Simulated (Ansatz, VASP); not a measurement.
**Cu in VASP and in Ansatz**

```
CELL_PARAMETERS angstrom
2.40878 0.00000 0.00000
0.00000 2.40878 0.00000
0.00000 0.00000 2.40878
ATOMIC_POSITIONS crystal
Cu 0.00000 0.00000 0.00000
```

Alike in both runs: functional PBE; k mesh 8 × 8 × 8; occupations gaussian, width 0.1 eV; no spin polarisation.

Ansatz relaxed the structure, and its values are those at the end. VASP's run is a single point on that final structure, the one shown.

```csv
,VASP,Ansatz
version,VASP 6.6.1,Ansatz 0.2.0
potentials or method,"VASP PAW PBE potentials, release 64 (Cu)","scalar-relativistic, plane waves, PAW"
plane-wave cutoff (eV),520,420
valence electrons in the cell,11,19
```

```tsv
	VASP	Ansatz	Ansatz less VASP
gap on the k mesh at the Fermi level (eV)	none	none	-
pressure (GPa)	0.4	0.1	-0.36
```

A gap of «none» marks a metal or a gap that the smearing closes. The functional is the same, so the differences come from potentials, cutoffs and numerics. The two sets of potentials don't hold the same shells in valence.
